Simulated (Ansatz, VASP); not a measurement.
**Al3Cu in VASP and in Ansatz**

Contents of INCAR:

```
  PREC = Accurate
  ENCUT = 520
  EDIFF = 1E-6
  ISMEAR = 0
  SIGMA = 0.1
  LREAL = False
  LASPH = True
  NELM = 80
  ALGO = Normal
  ISIF = 2
  LWAVE = False
  LCHARG = False
  GGA = PS
  NBANDS = 18
```

KPOINTS

```
regular mesh
0
Gamma
  6 6 4
```

POSCAR

```
Al3Cu
1.0
    2.7784054294      0.0000000000      0.0000000000
    0.0000000000      2.7784054294      0.0000000000
    0.0000000000      0.0000000000      7.5134034100
Al Cu
3 1
Direct
    0.0000000000      0.0000000000      0.5000000000
    0.5000000000      0.5000000000      0.2261155100
    0.5000000000      0.5000000000      0.7738844900
    0.0000000000      0.0000000000      0.0000000000
```

Input for Ansatz:

```yaml
crystal:
  lattice:
    - [2.7784054294, 0.0, 0.0]
    - [0.0, 2.7784054294, 0.0]
    - [0.0, 0.0, 7.51340341]
  atoms:
    - { symbol: Al, position: [0.0, 0.0, 0.5] }
    - { symbol: Al, position: [0.5, 0.5, 0.22611551] }
    - { symbol: Al, position: [0.5, 0.5, 0.77388449] }
    - { symbol: Cu, position: [0.0, 0.0, 0.0] }
basis:
  ecutwfc: 420
kpoints:
  mp_grid: { grid: [6, 6, 4] }
hamiltonian:
  xc: pbesol
scf:
  occupations: { method: gaussian, width: 0.1 }
output:
  forces: true
  stress: true
  eigenvalues: true
```

The cell comes from a database or a generator and needn't be the stable form of this composition.

Alike in both runs: task single point; functional PBEsol; k mesh 6 × 6 × 4; occupations gaussian, width 0.1 eV; no spin polarisation.

|  | VASP | Ansatz |
| --- | --- | --- |
| version | VASP 6.6.1 | Ansatz 0.2.0 |
| potentials or method | VASP PAW PBE potentials, release 64 (Al, Cu) | scalar-relativistic, plane waves, PAW |
| plane-wave cutoff (eV) | 520 | 420 |
| valence electrons in the cell | 20 | 28 |

```tsv
	VASP	Ansatz	Ansatz less VASP
gap on the k mesh at the Fermi level (eV)	none	none	-
pressure (GPa)	1.5	0.9	-0.53
largest component of the traceless stress (GPa)	1.05	1.02	-0.031
rms of the force components (eV/Å)	0.075	0.084	+0.0084
```

Atom by atom the forces differ by 0.008 eV/Å (rms over components). A gap of «none» marks a metal or a gap that the smearing closes. The two sets of potentials don't hold the same shells in valence.

Caveats: the k mesh is coarse (spacing up to 0.38 Å⁻¹), so the values aren't converged; the PAW data sets were made with another functional, which shifts forces and pressure a little (VASP).
